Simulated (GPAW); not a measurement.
Runs of GPAW 26.7.0 on SnO2 (Cassiterite). It takes space group P4_2/mnm (No. 136, tetragonal). Conventional cell: a = 4.738 Å, b = 4.738 Å, c = 3.187 Å, α = 90.00°, β = 90.00°, γ = 90.00°. Sn (site symmetry mmm) is surrounded by 6 O at 2.05 to 2.06 Å. O (site symmetry m2m) has 3 Sn at 2.05 to 2.06 Å as nearest neighbours. 

| task | level | potentials or basis | cell | k mesh | cutoff (eV) | maxiter | convergence | supercell | supercell k mesh | displacement | other keys | gap on the mesh (eV) | pressure (GPa) |
| --- | --- | --- | --- | --- | --- | --- | --- | --- | --- | --- | --- | --- | --- |
| phonons | PBEsol | PAW data sets generated in the run's folder for this functional, pw | relaxed | 4 × 4 × 5 | 680 | 150 | density=1e-06 eigenstates=1e-09 | 1 × 1 × 1 | 4 × 4 × 5 | 0.03 | - | 1.02 | 0.0 |
| wannier90 | RPBE | the program's PAW data sets (release 1.2.1) made for this functional, pw | as given | 3 × 3 × 4 | 800 | 50 | - | - | - | - | several, not listed | (b) | 14.2 |
| phonons | r2SCAN | GPAW PAW data sets (gpaw-data 1.2.1), pw | relaxed | 4 × 4 × 5 | 680 | 150 | density=1e-06 eigenstates=1e-09 | 1 × 1 × 1 | 4 × 4 × 5 | 0.03 | - | 1.91 | 0.0 |
| phonons | LDA | the program's PAW data sets (release 1.2.1) made for this functional, pw | relaxed | 4 × 4 × 5 | 680 | 150 | density=1e-06 eigenstates=1e-09 | 1 × 1 × 1 | 4 × 4 × 5 | 0.03 | - | (a) | 0.0 |

Alike in all rows: no spin polarisation; smearing fermi-dirac 0.05 eV; the mesh is coarse, so values aren't converged.

Q: Estimate the missing entries.

A: (a) 1.31; (b) 1.40.

Caveats: some runs use coarse meshes; spin-orbit coupling is left out, which moves the levels of the heavy elements; the cutoff is short for stress and forces, so pressures can be off by a GPa or more (some runs); the LO-TO splitting is left out (some runs); the PAW data sets were made with another functional, which shifts forces and pressure a little (some runs).

A k mesh can miss the band edges, and the runs leave out spin-orbit coupling on Sn.

Runs at the PBE level aren't shown here.
